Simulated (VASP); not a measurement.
A run of VASP 6.6.1:

File INCAR:

```
SYSTEM = InPd
PREC     = Accurate       ! precision mode
ENCUT    = 580            ! plane-wave cutoff, eV
EDIFF    = 1E-7           ! SCF threshold, eV
ISMEAR   = -1             ! smearing method
SIGMA    = 0.05           ! smearing width, eV
LREAL    = .False.        ! projectors in reciprocal space
LASPH    = .True.         ! aspherical terms in the spheres
NELM     = 80             ! most SCF steps
ALGO     = Normal         ! electronic algorithm
ISIF     = 3              ! what is computed and relaxed
LWAVE    = .False.        ! write WAVECAR
LCHARG   = .False.        ! write CHGCAR
GGA      = PE             ! functional
IBRION   = 2              ! ionic algorithm
NSW      = 40             ! ionic steps
EDIFFG   = -0.005         ! ionic threshold
```

Contents of KPOINTS:

```
Automatic mesh
0
Gamma
  8 8 8
  0 0 0
```

POSCAR

```
InPd
1.0
    3.2718847800      0.0000000000      0.0000000000
    0.0000000000      3.2718847800      0.0000000000
    0.0000000000      0.0000000000      3.2718847800
In Pd
1 1
Direct
    0.0000000000      0.0000000000      0.0000000000
    0.5000000000      0.5000000000      0.5000000000
```

Potentials or basis: VASP PAW PBE potentials, release 64 (In, Pd).

Run with:

```sh
$ cat potpaw_PBE.64/In/POTCAR potpaw_PBE.64/Pd/POTCAR > POTCAR
$ mpirun -np 1 vasp_std > vasp.out
```

Hardware: 1 thread of Intel(R) Xeon(R) 6975P-C (Granite Rapids), on a shared host.

Task: How long does it take, and how much memory?

Result: Run time: 16 s on 1 thread of Intel(R) Xeon(R) 6975P-C (Granite Rapids) (shared host), peak memory 0.18 GiB. Counts: scf iterations 30, k points 35, ion steps 3.
